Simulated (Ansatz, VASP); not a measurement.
One calculation of BAs, two programs

The input INCAR:

```
SYSTEM = BAs
  PREC = Accurate
  ENCUT = 520
  EDIFF = 1E-7
  ISMEAR = 0
  SIGMA = 0.026000000000000002
  LREAL = .FALSE.
  LASPH = .TRUE.
  NELM = 100
  ALGO = Normal
  ISIF = 2
  LWAVE = .FALSE.
  LCHARG = .FALSE.
  GGA = PE
  NBANDS = 11
```

Contents of KPOINTS:

```
regular mesh
0
G
  10 10 10
  0 0 0
```

File POSCAR:

```
BAs
1.0
    0.0000000000      2.3885000000      2.3885000000
    2.3885000000      0.0000000000      2.3885000000
    2.3885000000      2.3885000000      0.0000000000
As B
1 1
Direct
    0.7500000000      0.7500000000      0.7500000000
    0.0000000000      0.0000000000      0.0000000000
```

The input input.yaml:

```yaml
crystal:
  lattice:
    - [0.0, 2.3885, 2.3885]
    - [2.3885, 0.0, 2.3885]
    - [2.3885, 2.3885, 0.0]
  atoms:
    - { symbol: As, position: [0.75, 0.75, 0.75] }
    - { symbol: B, position: [0.0, 0.0, 0.0] }
kpoints:
  mp_grid: { grid: [10, 10, 10] }
scf:
  occupations: { method: gaussian, width: 0.026 }
hamiltonian:
  xc: pbe
  pseudopotentials: { kind: all_electron, lapw: { basis_error: 0.001 } }
output:
  forces: true
  stress: true
  eigenvalues: true
```

Alike in both runs: task single point; functional PBE; k mesh 10 × 10 × 10; occupations gaussian, width 0.026 eV; no spin polarisation.

|  | VASP | Ansatz |
| --- | --- | --- |
| version | VASP 6.6.1 | Ansatz 0.2.0 |
| potentials or method | VASP PAW PBE potentials, release 64 (As, B) | all-electron LAPW, scalar-relativistic |
| plane-wave cutoff (eV) | 520 | see its input |

|  | VASP | Ansatz | Ansatz less VASP |
| --- | --- | --- | --- |
| gap on the k mesh at the Fermi level (eV) | 1.18 | 1.19 | +0.011 |
| least direct gap on the mesh (eV) | 3.28 | 3.28 | +0.008 |
| pressure (GPa) | 3.4 | 2.7 | -0.70 |

Ansatz ran all-electron here, so the differences hold the error of VASP's frozen core and of both bases.

A k mesh can miss the band edges. Expect the measured gap to be larger: semilocal functionals such as PBE lack the derivative discontinuity.
